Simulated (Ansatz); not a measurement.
Two G0W0 runs on GeSb2Te4 (R3m).

```xyz
7
Lattice="2.1547 1.2440 13.8971 -2.1547 1.2440 13.8971 0.0000 -2.4881 13.8971" Properties=species:S:1:pos:R:3 pbc="T T T"
Ge    0.0000    0.0000   23.7831
Sb    0.0000    0.0000   17.7825
Sb    0.0000    0.0000   41.6074
Te    0.0000    0.0000   36.2618
Te    0.0000    0.0000    5.5935
Te    0.0000    0.0000   29.6579
Te    0.0000    0.0000   12.0788
```

The cell and positions are those that the Materials Project relaxed with its own functionals (PBE, PBE+U or r2SCAN), kept fixed. Spin-orbit coupling is left out unless a run names it.

The first (Ansatz 0.2.0; start PBE, 4×4×4 mesh, 932 empty bands, screening to 150 eV, PAW set soft_1 files; 1 × NVIDIA H100 80GB HBM3 (shared by 6 runs) with 2 threads of AMD EPYC 7R13 (Zen 3), shared host) gave, on its mesh: starting gap 0.38 eV, G0W0 gap 0.45 eV, RPA ε∞ (mean) 41.56, 9.6 min.

Q: The second changes start from PBE to PBE with 10 % exact exchange. What does it give?

It gave: starting gap 0.61 eV, G0W0 gap 0.49 eV, RPA ε∞ (mean) 30.93, 15 min. The G0W0 gap moves by +0.05 eV, +0.22 eV from the start and −0.18 eV from the correction. Σc changes by +0.02 eV at the valence top and −0.06 eV at the conduction bottom, and Σx − Vxc between them by −0.10 eV.

Limits: not at the basis limit; mesh may overstate the screening; no spin-orbit coupling.

[Paths, hosts, dates, memory and timing lines, banners, echoed tables and standing remarks are left out of the program output.]

[Logs are printed without paths, hosts, clocks, repeated set-up lines and the standing remarks that a program may print on its own settings, such as how far it seeks lower states.]

[Runs of the session that timed out or met a known fault of the program may be left out.]

[Cells called generated may have been cut or substituted from an entry of the Crystallography Open Database or the Materials Project.]

[Hosts, paths, dates, database ids (printed as entryN), source tags and the programs' standing remarks are cut or masked in the printed files.]
